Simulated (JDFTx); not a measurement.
# C (Fd-3m) in JDFTx: notebook

The runs below take C through band structure, single point, equation of state, with HLE16, GLLB-SC, LDA.

Program: JDFTx 1.7.0 (patched build). These are calculated values, not measurements. Logs are shortened: lines on timing, memory, paths and dates and some standing lists are left out, and cuts for length are marked. The log counts tension as positive stress, the text compression.

**Measured values to compare with.**

“Equation of state of cubic boron nitride at high pressures and temperatures”, 2007, arxiv:cond-mat/0702656 quotes, for a bulk crystal of C: bulk modulus 442 ± 5 GPa.

How close the calculation comes is told below.

## Step 1: The structure

It takes space group Fd-3m (No. 227, cubic). The conventional cell has a = 3.567 Å, b = 3.567 Å, c = 3.567 Å, α = 90.00°, β = 90.00°, γ = 90.00°. C (site symmetry -43m) is surrounded by 4 C at 1.54 Å.

This isn't the form of C at room conditions, which is graphite.

## Step 2: Band structure, HLE16

Contents of bands.in:

```
lattice \
    0.0000000000     3.3700808789     3.3700808789 \
    3.3700808789     0.0000000000     3.3700808789 \
    3.3700808789     3.3700808789     0.0000000000
coords-type Lattice
ion C      0.7500000000     0.7500000000     0.7500000000 1
ion C      0.5000000000     0.5000000000     0.5000000000 1

ion-species pseudo/C.upf
elec-cutoff 41 328
elec-ex-corr gga-hle16
elec-smearing Fermi 0.0018374661
elec-n-bands 9
electronic-minimize nIterations 30 energyDiffThreshold 1e-06
davidson-band-ratio 1.3
forces-output-coords Cartesian
include path.kpoints
symmetries none
fix-electron-density run.$VAR

dump-name bands.$VAR
dump End Ecomponents EigStats BandEigs Kpoints Forces
```

Contents of path.kpoints:

```
kpoint +0.0000000000 +0.0000000000 +0.0000000000 0.020000000000
kpoint +0.0714285714 +0.0000000000 +0.0714285714 0.020000000000
kpoint +0.1428571429 +0.0000000000 +0.1428571429 0.020000000000
kpoint +0.2142857143 +0.0000000000 +0.2142857143 0.020000000000
kpoint +0.2857142857 +0.0000000000 +0.2857142857 0.020000000000
kpoint +0.3571428571 +0.0000000000 +0.3571428571 0.020000000000
kpoint +0.4285714286 +0.0000000000 +0.4285714286 0.020000000000
kpoint +0.5000000000 +0.0000000000 +0.5000000000 0.020000000000
kpoint +0.5000000000 +0.0833333333 +0.5833333333 0.020000000000
kpoint +0.5000000000 +0.1666666667 +0.6666666667 0.020000000000
kpoint +0.5000000000 +0.2500000000 +0.7500000000 0.020000000000
kpoint +0.4375000000 +0.3125000000 +0.7500000000 0.020000000000
kpoint +0.3750000000 +0.3750000000 +0.7500000000 0.020000000000
kpoint +0.3281250000 +0.3281250000 +0.6562500000 0.020000000000
kpoint +0.2812500000 +0.2812500000 +0.5625000000 0.020000000000
kpoint +0.2343750000 +0.2343750000 +0.4687500000 0.020000000000
kpoint +0.1875000000 +0.1875000000 +0.3750000000 0.020000000000
kpoint +0.1406250000 +0.1406250000 +0.2812500000 0.020000000000
kpoint +0.0937500000 +0.0937500000 +0.1875000000 0.020000000000
kpoint +0.0468750000 +0.0468750000 +0.0937500000 0.020000000000
kpoint +0.0000000000 +0.0000000000 +0.0000000000 0.020000000000
kpoint +0.0833333333 +0.0833333333 +0.0833333333 0.020000000000
kpoint +0.1666666667 +0.1666666667 +0.1666666667 0.020000000000
kpoint +0.2500000000 +0.2500000000 +0.2500000000 0.020000000000
kpoint +0.3333333333 +0.3333333333 +0.3333333333 0.020000000000
kpoint +0.4166666667 +0.4166666667 +0.4166666667 0.020000000000
kpoint +0.5000000000 +0.5000000000 +0.5000000000 0.020000000000
kpoint +0.5250000000 +0.4500000000 +0.5250000000 0.020000000000
kpoint +0.5500000000 +0.4000000000 +0.5500000000 0.020000000000
kpoint +0.5750000000 +0.3500000000 +0.5750000000 0.020000000000
kpoint +0.6000000000 +0.3000000000 +0.6000000000 0.020000000000
kpoint +0.6250000000 +0.2500000000 +0.6250000000 0.020000000000
kpoint +0.5625000000 +0.2500000000 +0.6875000000 0.020000000000
kpoint +0.5000000000 +0.2500000000 +0.7500000000 0.020000000000
kpoint +0.5000000000 +0.2916666667 +0.7083333333 0.020000000000
kpoint +0.5000000000 +0.3333333333 +0.6666666667 0.020000000000
kpoint +0.5000000000 +0.3750000000 +0.6250000000 0.020000000000
kpoint +0.5000000000 +0.4166666667 +0.5833333333 0.020000000000
kpoint +0.5000000000 +0.4583333333 +0.5416666667 0.020000000000
kpoint +0.5000000000 +0.5000000000 +0.5000000000 0.020000000000
kpoint +0.4791666667 +0.4791666667 +0.5416666667 0.020000000000
kpoint +0.4583333333 +0.4583333333 +0.5833333333 0.020000000000
kpoint +0.4375000000 +0.4375000000 +0.6250000000 0.020000000000
kpoint +0.4166666667 +0.4166666667 +0.6666666667 0.020000000000
kpoint +0.3958333333 +0.3958333333 +0.7083333333 0.020000000000
kpoint +0.3750000000 +0.3750000000 +0.7500000000 0.020000000000
kpoint +0.6250000000 +0.2500000000 +0.6250000000 0.020000000000
kpoint +0.5833333333 +0.1666666667 +0.5833333333 0.020000000000
kpoint +0.5416666667 +0.0833333333 +0.5416666667 0.020000000000
kpoint +0.5000000000 +0.0000000000 +0.5000000000 0.020000000000
```

Potentials or basis: PseudoDojo-SR-PBE-0.5-standard.

Command:

```sh
$ jdftx -c 1 -i bands.in -o bands.out
```

The program printed:

```text
*************** JDFTx 1.7.0 (patched build) ***************

Input parsed successfully to the following command list (including defaults):
[... the input with its defaults ...]

---------- Initializing the Grid ----------
R =
[            0      3.37008      3.37008  ]
[      3.37008            0      3.37008  ]
[      3.37008      3.37008            0  ]
unit cell volume = 76.551
G =
[  -0.932201   0.932201   0.932201  ]
[   0.932201  -0.932201   0.932201  ]
[   0.932201   0.932201  -0.932201  ]
Minimum fftbox size, Smin = [  40  40  40  ]
Chosen fftbox size, S = [  40  40  40  ]

---------- Initializing tighter grid for wavefunction operations ----------
R =
[            0      3.37008      3.37008  ]
[      3.37008            0      3.37008  ]
[      3.37008      3.37008            0  ]
unit cell volume = 76.551
G =
[  -0.932201   0.932201   0.932201  ]
[   0.932201  -0.932201   0.932201  ]
[   0.932201   0.932201  -0.932201  ]
Minimum fftbox size, Smin = [  28  28  28  ]
Chosen fftbox size, S = [  28  28  28  ]

---------- Exchange Correlation functional ----------
Initialized LibXC exchange-correlation functional 'high local exchange 2016'

---------- Setting up pseudopotentials ----------
Width of ionic core gaussian charges (only for fluid interactions / plotting) set to 0

Reading pseudopotential file 'pseudo/C.upf':
  'C' pseudopotential, 'PBE' functional
  Generated using ONCVPSP code by D. R. Hamann
  4 valence electrons, 2 orbitals, 4 projectors, 1001 radial grid points, with lMax = 1
    2S    l: 0   occupation:  2.0   eigenvalue: -0.505335
    2P    l: 1   occupation:  2.0   eigenvalue: -0.194238
  Core radius for overlap checks: 1.21 bohrs.

Initialized 1 species with 2 total atoms.

Folded 50 k-points by 1x1x1 to 50 k-points.

---------- Setting up k-points, bands, fillings ----------
No reducable k-points.
Computing the number of bands and number of electrons
Calculating initial fillings.
nElectrons:   8.000000   nBands: 9   nStates: 50

----- Setting up reduced wavefunction bases (one per k-point) -----
average nbasis = 959.060 , ideal nbasis = 959.888

---------- Setting up ewald sum ----------
Optimum gaussian width for ewald sums = 1.530632 bohr.
Real space sum over 1331 unit cells with max indices [  5  5  5  ]
Reciprocal space sum over 2197 terms with max indices [  6  6  6  ]

---------- Allocating electronic variables ----------
Reading n from file 'run.n' ... done
Initializing wave functions:  linear combination of atomic orbitals
Note: number of bands (9) exceeds available atomic orbitals (8)

----------- Band structure minimization -------------
Minimization will be done independently for each quantum number.

---- Minimization of quantum number:     0  [ +0.0000000 +0.0000000 +0.0000000 ]  0.040000000 ----
BandDavidson: Iter:   0  Eband: +0.205547568841461
BandDavidson: Iter:   1  Eband: +0.175900154021111  dEband: -2.964741e-02
BandDavidson: Iter:   2  Eband: +0.172354065111298  dEband: -3.546089e-03
BandDavidson: Iter:   3  Eband: +0.171853298890641  dEband: -5.007662e-04
[... 568 lines of inner loops ...]
BandDavidson: Iter:   5  Eband: +0.172425317954552  dEband: -2.409032e-06
BandDavidson: Iter:   6  Eband: +0.172424955051752  dEband: -3.629028e-07
BandDavidson: Converged (dEband<1.000000e-06)
	FillingsUpdate:  mu: +0.408106030  nElectrons: 8.000000

Dumping 'bands.eigStats' ...
	eMin: -0.420664 at state 0 ( [ +0.000000 +0.000000 +0.000000 ] spin 0 )
	HOMO: +0.349966 at state 20 ( [ +0.000000 +0.000000 +0.000000 ] spin 0 )
	mu  : +0.408106
	LUMO: +0.530256 at state 5 ( [ +0.357143 +0.000000 +0.357143 ] spin 0 )
	eMax: +1.226300 at state 49 ( [ +0.500000 +0.000000 +0.500000 ] spin 0 )
	HOMO-LUMO gap: +0.180290
	Optical gap  : +0.215468 at state 0 ( [ +0.000000 +0.000000 +0.000000 ] spin 0 )
Done!
[note: mu, HOMO and LUMO in a band run belong to the points of the path alone and aren't those of the crystal]
```

Wall time 3.4 s (1 thread of Arm Neoverse V2, shared host); peak memory 0.09 GiB.

What came out:

* Band gap along the path: 4.91 eV, indirect (least direct gap 5.86 eV)

Levels at the corners of the path, in eV from the valence-band top:
```
point  band 1  band 2  band 3  band 4  band 5
    Γ  -20.97    0.00    0.00    0.00    5.86
    X  -12.47  -12.47   -6.09   -6.09    5.73
    W  -11.79  -11.79   -7.86   -7.86   11.41
    K  -12.78  -11.46   -8.79   -5.19    6.58
    Γ  -20.97    0.00    0.00    0.00    5.86
    L  -15.44  -12.82   -2.74   -2.74    8.86
    U  -12.78  -11.46   -8.79   -5.19    6.58
    W  -11.79  -11.79   -7.86   -7.86   11.41
    L  -15.44  -12.82   -2.74   -2.74    8.86
    K  -12.78  -11.46   -8.79   -5.19    6.58
    U  -12.78  -11.46   -8.79   -5.19    6.58
    X  -12.47  -12.47   -6.09   -6.09    5.73
```

Caveat: the potentials were made for a functional far from this one; the potentials were made for another functional, which shifts forces and pressure.

## Step 3: Single point, GLLB-SC

Contents of C.in:

```
lattice Face-Centered Cubic 6.7401617577
coords-type Lattice
ion C      0.7500000000     0.7500000000     0.7500000000 1
ion C      0.5000000000     0.5000000000     0.5000000000 1

ion-species pseudo/C.upf
elec-cutoff 41 328
elec-ex-corr orb-GLLBsc
kpoint-folding 13 13 13
elec-n-bands 9
electronic-SCF nIterations 100 energyDiffThreshold 1e-09 residualThreshold 1e-05
electronic-minimize nIterations 30 energyDiffThreshold 1e-7
converge-empty-states yes
forces-output-coords Cartesian

dump-name run.$VAR
dump End Ecomponents EigStats BandEigs Kpoints Forces
```

Potentials or basis: PseudoDojo-SR-PBE-0.5-standard.

Command:

```sh
$ jdftx -c 1 -i C.in -o C.out
```

Run time: 45 s. Hardware: 1 thread of Arm Neoverse V2, shared host; peak memory 0.09 GiB.

Results (log left out):

```yaml
Band_gap_on_the_k_mesh_Kohn-Sham_part_alone: 4.40 eV, indirect (least direct gap 5.80 eV)
```

Levels at points of the mesh, in eV from the valence-band top:
```tsv
k point	band 1	band 2	band 3	band 4	band 5
(0.00, 0.00, 0.00)	-21.51	0.00	0.00	0.00	5.80
```

Caveat: the gap lacks the derivative discontinuity; a model potential gives levels but no total energy; the potentials were made for another functional, which shifts forces and pressure; an odd mesh through Γ misses points on the zone boundary, where band edges often lie.

## Step 4: Equation of state, LDA, 5.33 Å³/atom (volume scaled by 0.94)

Contents of C.in:

```
lattice \
    0.0000000000     3.3012844142     3.3012844142 \
    3.3012844142     0.0000000000     3.3012844142 \
    3.3012844142     3.3012844142     0.0000000000
coords-type Lattice
ion C      0.7500000000     0.7500000000     0.7500000000 1
ion C      0.5000000000     0.5000000000     0.5000000000 1

ion-species pseudo/C.upf
elec-cutoff 41 328
elec-ex-corr lda-PW
kpoint-folding 13 13 13
elec-smearing Fermi 0.0018374661
elec-n-bands 9
electronic-SCF nIterations 100 energyDiffThreshold 1e-09
electronic-minimize nIterations 30 energyDiffThreshold 1e-7
forces-output-coords Cartesian

dump-name run.$VAR
dump End Ecomponents EigStats BandEigs Kpoints Forces Stress ElecDensity Dtot KEdensity
```

Potentials or basis: PseudoDojo-SR-LDA-0.4.1-standard.

Command:

```sh
$ jdftx -c 1 -i C.in -o C.out
```

Wall time 10 s (1 thread of AMD EPYC 9R45 (Zen 5), shared host); peak memory 0.07 GiB.

The run converged. Its results:

* Free energy: -313.2560 eV
* Pressure: 18.3 GPa
* Band gap on the k mesh: 4.31 eV, indirect (least direct gap 5.74 eV)

Caveat: an odd mesh through Γ misses points on the zone boundary, where band edges often lie.

## Step 5: Equation of state, LDA, 5.44 Å³/atom (volume scaled by 0.96)

Contents of C.in:

```
lattice \
    0.0000000000     3.3245336620     3.3245336620 \
    3.3245336620     0.0000000000     3.3245336620 \
    3.3245336620     3.3245336620     0.0000000000
coords-type Lattice
ion C      0.7500000000     0.7500000000     0.7500000000 1
ion C      0.5000000000     0.5000000000     0.5000000000 1

ion-species pseudo/C.upf
elec-cutoff 41 328
elec-ex-corr lda-PW
kpoint-folding 13 13 13
elec-smearing Fermi 0.0018374661
elec-n-bands 9
electronic-SCF nIterations 100 energyDiffThreshold 1e-09
electronic-minimize nIterations 30 energyDiffThreshold 1e-7
forces-output-coords Cartesian

dump-name run.$VAR
dump End Ecomponents EigStats BandEigs Kpoints Forces Stress
```

Command:

```sh
$ jdftx -c 1 -i C.in -o C.out
```

Run time: 9.7 s. Hardware: 1 thread of AMD EPYC 9R45 (Zen 5), shared host; peak memory 0.07 GiB.

The run converged. Its results:

```yaml
Free_energy: -313.2744 eV
Pressure: 7.5 GPa
Band_gap_on_the_k_mesh: 4.25 eV, indirect (least direct gap 5.68 eV)
```

Caveat: an odd mesh through Γ misses points on the zone boundary, where band edges often lie.

## Step 6: Equation of state, LDA, 5.56 Å³/atom (volume scaled by 0.98)

C.in: that of step 5 with these lines changed.

```diff
@@ -1,5 +1,5 @@
 lattice \
-    0.0000000000     3.3245336620     3.3245336620 \
-    3.3245336620     0.0000000000     3.3245336620 \
-    3.3245336620     3.3245336620     0.0000000000
+    0.0000000000     3.3474622049     3.3474622049 \
+    3.3474622049     0.0000000000     3.3474622049 \
+    3.3474622049     3.3474622049     0.0000000000
 coords-type Lattice
```

Potentials or basis: PseudoDojo-SR-LDA-0.4.1-standard.

Command:

```sh
$ jdftx -c 1 -i C.in -o C.out
```

It took 9.5 s on 1 thread of AMD EPYC 9R45 (Zen 5), shared host; peak memory 0.07 GiB.

Results (log left out):

```
Free energy            : -313.2783 eV
Pressure               : -2.3 GPa
Band gap on the k mesh : 4.20 eV, indirect (least direct gap 5.62 eV)
```

Caveat: an odd mesh through Γ misses points on the zone boundary, where band edges often lie.

## Step 7: Equation of state, LDA, 5.67 Å³/atom

C.in: that of step 6 with these lines changed.

```diff
@@ -1,5 +1,5 @@
 lattice \
-    0.0000000000     3.3474622049     3.3474622049 \
-    3.3474622049     0.0000000000     3.3474622049 \
-    3.3474622049     3.3474622049     0.0000000000
+    0.0000000000     3.3700808789     3.3700808789 \
+    3.3700808789     0.0000000000     3.3700808789 \
+    3.3700808789     3.3700808789     0.0000000000
 coords-type Lattice
```

Command:

```sh
$ jdftx -c 1 -i C.in -o C.out
```

Wall time 9.6 s (1 thread of AMD EPYC 9R45 (Zen 5), shared host); peak memory 0.07 GiB.

Results (log left out):

```yaml
Free_energy: -313.2690 eV
Pressure: -11.2 GPa
Band_gap_on_the_k_mesh: 4.15 eV, indirect (least direct gap 5.56 eV)
```

Caveat: an odd mesh through Γ misses points on the zone boundary, where band edges often lie.

## Step 8: Equation of state, LDA, 5.79 Å³/atom (volume scaled by 1.02)

C.in: that of step 7 with these lines changed.

```diff
@@ -1,5 +1,5 @@
 lattice \
-    0.0000000000     3.3700808789     3.3700808789 \
-    3.3700808789     0.0000000000     3.3700808789 \
-    3.3700808789     3.3700808789     0.0000000000
+    0.0000000000     3.3923999456     3.3923999456 \
+    3.3923999456     0.0000000000     3.3923999456 \
+    3.3923999456     3.3923999456     0.0000000000
 coords-type Lattice
```

Command:

```sh
$ jdftx -c 1 -i C.in -o C.out
```

Wall time 11 s (1 thread of AMD EPYC 9R45 (Zen 5), shared host); peak memory 0.07 GiB.

It converged, with:

```
Free energy            : -313.2476 eV
Pressure               : -19.3 GPa
Band gap on the k mesh : 4.10 eV, indirect (least direct gap 5.50 eV)
```

Caveat: an odd mesh through Γ misses points on the zone boundary, where band edges often lie.

## Step 9: Equation of state, LDA, 5.90 Å³/atom (volume scaled by 1.04)

C.in: that of step 8 with these lines changed.

```diff
@@ -1,5 +1,5 @@
 lattice \
-    0.0000000000     3.3923999456     3.3923999456 \
-    3.3923999456     0.0000000000     3.3923999456 \
-    3.3923999456     3.3923999456     0.0000000000
+    0.0000000000     3.4144291341     3.4144291341 \
+    3.4144291341     0.0000000000     3.4144291341 \
+    3.4144291341     3.4144291341     0.0000000000
 coords-type Lattice
```

Potentials or basis: PseudoDojo-SR-LDA-0.4.1-standard.

Command:

```sh
$ jdftx -c 1 -i C.in -o C.out
```

Wall time 11 s (1 thread of AMD EPYC 9R45 (Zen 5), shared host); peak memory 0.07 GiB.

The run converged. Its results:

| Quantity | Value |
| --- | --- |
| Free energy | -313.2152 eV |
| Pressure | -26.7 GPa |
| Band gap on the k mesh | 4.06 eV, indirect (least direct gap 5.45 eV) |

Caveat: an odd mesh through Γ misses points on the zone boundary, where band edges often lie.

## Step 10: Equation of state, LDA, 6.01 Å³/atom (volume scaled by 1.06)

C.in: that of step 9 with these lines changed.

```diff
@@ -1,5 +1,5 @@
 lattice \
-    0.0000000000     3.4144291341     3.4144291341 \
-    3.4144291341     0.0000000000     3.4144291341 \
-    3.4144291341     3.4144291341     0.0000000000
+    0.0000000000     3.4361776767     3.4361776767 \
+    3.4361776767     0.0000000000     3.4361776767 \
+    3.4361776767     3.4361776767     0.0000000000
 coords-type Lattice
```

Command:

```sh
$ jdftx -c 1 -i C.in -o C.out
```

It took 11 s on 1 thread of AMD EPYC 9R45 (Zen 5), shared host; peak memory 0.07 GiB.

The run converged. Its results:

```
Free energy            : -313.1730 eV
Pressure               : -33.4 GPa
Band gap on the k mesh : 4.01 eV, indirect (least direct gap 5.39 eV)
```

Caveat: the cell as given lies far from equilibrium; an odd mesh through Γ misses points on the zone boundary, where band edges often lie.

## Step 11: Equation of state, LDA

This step only gathers the single runs of the series.

Results:

```yaml
Equilibrium_volume: 5.53 Å³/atom
Bulk_modulus: 465 GPa
Pressure_derivative_of_the_bulk_modulus: 3.7
```

Energy against volume, from the lowest point:
```
volume (Å³/atom)  energy (meV/atom)
           5.332              11.16
           5.445               1.94
           5.558               0.00
           5.672               4.68
           5.785              15.38
           5.899              31.55
           6.012              52.69
```

## Step 12: Against experiment

Step 11. Against the measured bulk modulus of C, 442 GPa (quoted in “Equation of state of cubic boron nitride at high pressures and temperatures”, 2007, arxiv:cond-mat/0702656), the calculated 465 GPa is off by +5.3 %. 3 values of this kind are on record (442 to 444.8 GPa); this one was drawn at random among those near their median, those with a stated uncertainty first. The fit is for a static lattice scaled at fixed shape and fixed fractional positions. The cell as given is a measured one (5.67 Å³/atom); LDA puts the equilibrium volume -2.4 % from it, thermal expansion not counted.
